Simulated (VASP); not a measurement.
Here is a VASP 6.6.1 calculation.

Contents of INCAR:

```
SYSTEM = BN
  PREC = Accurate
  ENCUT = 520
  EDIFF = 1E-8
  ISMEAR = 0
  SIGMA = 0.02
  LREAL = .FALSE.
  LASPH = .TRUE.
  NELM = 80
  ALGO = Fast
  ISIF = 2
  LWAVE = .FALSE.
  LCHARG = .FALSE.
  GGA = PS
  LEFG = .TRUE.
```

The input KPOINTS:

```
Automatic mesh
0
G
  12 12 4
  0 0 0
```

POSCAR

```
BN
1.0
    2.4982400000      0.0000000000      0.0000000000
   -1.2491200000      2.1635393048      0.0000000000
    0.0000000000      0.0000000000      6.6357000000
N B
2 2
Direct
    0.6666666667      0.3333333333      0.2500000000
    0.3333333333      0.6666666667      0.7500000000
    0.6666666667      0.3333333333      0.7500000000
    0.3333333333      0.6666666667      0.2500000000
```

Potentials or basis: VASP PAW PBE potentials, release 64 (N, B).

Command:

```bash
$ cat potpaw_PBE.64/N/POTCAR potpaw_PBE.64/B/POTCAR > POTCAR
$ mpirun -np 1 vasp_std > vasp.out
```

(1) Predict the band gap on the k mesh.

(2) Estimate the pressure.

## Answers

(1) 4.18 eV, indirect (least direct gap 4.60 eV).

(2) 2.5 GPa.

Caveat: the PAW data sets were made with another functional, which shifts forces and pressure a little; this functional lacks dispersion, which binds the layers, so the pressure and a relaxed spacing across them are unreliable.
